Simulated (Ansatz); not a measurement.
Input for Ansatz (plane-wave DFT, PAW):

```yaml
crystal:
  lattice:
    - [0.0, 2.3, 2.3]
    - [2.3, 0.0, 2.3]
    - [2.3, 2.3, 0.0]
  atoms:
    - { symbol: Zr, position: [0.5, 0.5, 0.5] }
    - { symbol: "N", position: [0.0097826087, -0.0097826087, 0.0097826087] }
basis:
  ecutwfc: 420
kpoints:
  mp_grid: { grid: [14, 14, 14] }
hamiltonian:
  xc: pbe
scf:
  occupations: { method: gaussian, width: 0.1 }
output:
  forces: true
  stress: true
  eigenvalues: true
```

Run as
```bash
ansatz run input.yaml --threads 1 --pin off --max-ram 2560MiB --backend cpu --events-out ev --progress --plain --runs-dir out
```

Method: DFT PBE, scalar-relativistic, plane waves, PAW (Ansatz 0.2.0).

Part of what the program printed, abridged (iterations and final results):

```
SCF iter   1: F=—  HF=-4571.299092 eV  |F-HF|=—  |Δ(HF+E_count)|=         —  Δρ=1.44e-3  dr2=5.65e-4  ethr=1.77e-3  ⟨swp⟩=5.0  Hψ=15385  notcnv=0
SCF iter   2: F=—  HF=-4571.298825 eV  |F-HF|=—  |Δ(HF+E_count)|=   2.67e-4  Δρ=9.09e-4  dr2=2.45e-4  ethr=3.33e-6  ⟨swp⟩=2.5  Hψ=6736  notcnv=0
SCF iter   3: F=—  HF=-4571.298812 eV  |F-HF|=—  |Δ(HF+E_count)|=   1.28e-5  Δρ=2.69e-4  dr2=1.53e-5  ethr=1.44e-6  ⟨swp⟩=2.1  Hψ=3899  notcnv=0
SCF iter   4: F=—  HF=-4571.298803 eV  |F-HF|=—  |Δ(HF+E_count)|=   9.30e-6  Δρ=6.01e-5  dr2=6.43e-7  ethr=9.01e-8  ⟨swp⟩=2.0  Hψ=5104  notcnv=0
SCF iter   5: F=-4571.298803 eV  HF=-4571.298803 eV  |F-HF|=5.65e-9  |Δ(HF+E_count)|=   6.65e-8  Δρ=1.16e-5  dr2=2.07e-8  ethr=3.78e-9  ⟨swp⟩=2.0  Hψ=5192  notcnv=0
SCF iter   6: F=-4571.298803 eV  HF=-4571.298803 eV  |F-HF|=1.37e-9  |Δ(HF+E_count)|=   1.56e-8  Δρ=3.68e-6  dr2=2.41e-9  ethr=1.22e-10  ⟨swp⟩=3.0  Hψ=11166  notcnv=0
SCF 1 converged in 6 iterations: F = -4571.298803 eV  dr2 = 2.41e-9
SCF converged after 6 iterations
Free energy (F): -4571.298803 eV
Harris-Foulkes:  -4571.298803 eV  (|F-HF|=1.37e-9)
Internal energy: -4571.293690 eV  (E = F + TS)
E sigma→0 (E₀):  -4571.296247 eV
Entropy (-TS):   -0.005113 eV (-2.557 meV/atom)
Fermi energy:    17.507285 eV
--- Per-component energies (eV) ---
  E_band       = -29.034149
  E_kinetic    = 466.964396
  E_local      = -628.869439  (includes V_loc(G=0)·N_el)
  E_nonlocal   = 123.145357
  E_hartree    = 189.252506
  E_xc         = -224.103994
  E_vxc        = -270.525661  (∫ρ·V_xc dr)
  E_paw        = -3080.392341  (= ΣΔE_a)
  E_vpaw       = -98.253208  (= ΣTr[D̂ρ^β])
  E_aug_tail   = 0.000115  (compensation charges beyond the density's cutoff)
  E_ewald      = -1417.290289
  E_smearing   = -0.005113  (= −TS)
--- Forces (eV/Å), atoms counted from 1 ---
  atom   1  Zr     0.00000000     0.45134589     0.00000000
  atom   2  N      0.00000000    -0.45135036     0.00000000
--- Stress (GPa, compression-positive) ---
       -0.796612       0.000000       0.000000
        0.000000      -0.201156       0.000000
        0.000000       0.000000      -0.796612
  P = ⅓ Tr σ = -0.5981 GPa (-5.981 kbar)
--- Band table (eV; the first three rows and the last of 244) ---
  k-point 0: bands = ["-32.1142", "-9.7493", "-9.7457", "-9.7457", "1.2612", "14.8220", "14.8220", "14.8239", "17.1043", "17.1398", "17.1398", "19.0609", "19.1028"]
  k-point 1: bands = ["-32.1076", "-9.8090", "-9.7524", "-9.7503", "1.3630", "14.3490", "14.5356", "14.5852", "17.2082", "17.2817", "17.3198", "19.4393", "19.4770"]
  k-point 2: bands = ["-32.0890", "-9.9781", "-9.7652", "-9.7631", "1.6479", "13.4297", "13.9118", "13.9442", "17.5009", "17.6585", "17.6753", "20.3663", "20.3961"]
  k-point 243: bands = ["-31.9352", "-10.6434", "-10.0907", "-10.0907", "1.8053", "12.9348", "14.0601", "14.3418", "14.3418", "20.8234", "21.9575", "21.9575", "22.3173"]
```

The run converged.

The run took 14 s on 1 thread of AMD EPYC 7571, on a shared host, peak memory 0.44 GiB.

Spin polarisation was left out, and a magnetic state may lie lower.